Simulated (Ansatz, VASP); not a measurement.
## One calculation of Sb, two programs

```
Sb
1.0
     3.16000    0.00000    0.00000
     0.00000    3.16000    0.00000
     0.00000    0.00000    3.16000
Sb
1
Direct
  0.00000 0.00000 0.00000
```

Alike in both runs: task single point; functional LDA; k mesh 8 × 8 × 8; occupations fermi-dirac, width 0.05 eV; no spin polarisation.

```csv
,VASP,Ansatz
version,VASP 6.6.1,Ansatz 0.2.0
potentials or method,"VASP PAW LDA potentials, release 64 (Sb), cutoff 520 eV","all-electron LAPW, scalar-relativistic"
```

```tsv
	VASP	Ansatz	Ansatz less VASP
gap on the k mesh at the Fermi level (eV)	none	none	-
pressure (GPa)	-5.6	-5.7	-0.08
```

A gap of «none» marks a metal or a gap that the smearing closes. Ansatz ran all-electron here, so the differences hold the error of VASP's frozen core and of both bases.

Spin-orbit coupling is left out, which matters for the levels of Sb.
